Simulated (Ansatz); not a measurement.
Write the native input for Ansatz 0.2.0 that does the following.

* Task: density of states
* Functional: PBEsol
* Potentials or basis: all-electron PAW datasets made for the crystal
* Cutoff: 260 eV (chosen from the basis error)
* k mesh: 12 × 12 × 12
* Occupations: fermi-dirac, width 0.05 eV
* Spin: no spin polarisation

TiSi2:

```
CELL_PARAMETERS angstrom
-1.47287 1.71213 4.21208
1.47287 -1.71213 4.21208
1.47287 1.71213 -4.21208
ATOMIC_POSITIONS crystal
Ti 0.00000 0.00000 0.00000
Si 0.67008 0.67008 0.00000
Si 0.32992 0.32992 0.00000
```

The cell comes from a database or a generator and needn't be the stable form of this composition.

One way to write it, as run:

input.yaml

```yaml
crystal:
  lattice:
    - [-1.472872, 1.71213, 4.212083]
    - [1.472872, -1.71213, 4.212083]
    - [1.472872, 1.71213, -4.212083]
  atoms:
    - { symbol: Ti, position: [0.0, 0.0, 0.0] }
    - { symbol: Si, position: [0.670078, 0.670078, 0.0] }
    - { symbol: Si, position: [0.329922, 0.329922, 0.0] }
kpoints:
  mp_grid: { grid: [12, 12, 12] }
scf:
  occupations: { method: fermi_dirac, width: 0.05 }
hamiltonian:
  xc: pbesol
  pseudopotentials: { kind: all_electron, datasets: crystal }
output:
  forces: true
  stress: true
  eigenvalues: true
  dos: { projected: false, de: 0.1, e_range: [-14, 8] }
```

Potentials or basis: all-electron PAW datasets made for the crystal.

Launch:

```sh
$ ansatz run input.yaml --threads 2 --pin off --max-ram 8192MiB --backend cpu --events-out ev --progress --plain --runs-dir out
```

It gave:

```yaml
Pressure: -3.6 GPa
Largest_force: 0.067 eV/Å
Band_gap_on_the_k_mesh: none (metal or under the smearing width)
```

Caveat: the program warned that the printed levels may be off, so bands, gaps and densities of states are rough.

Run time: 5.5 s on 2 threads of AMD EPYC 9R45 96-Core Processor (Zen 5), on a shared host, peak memory 0.71 GiB.
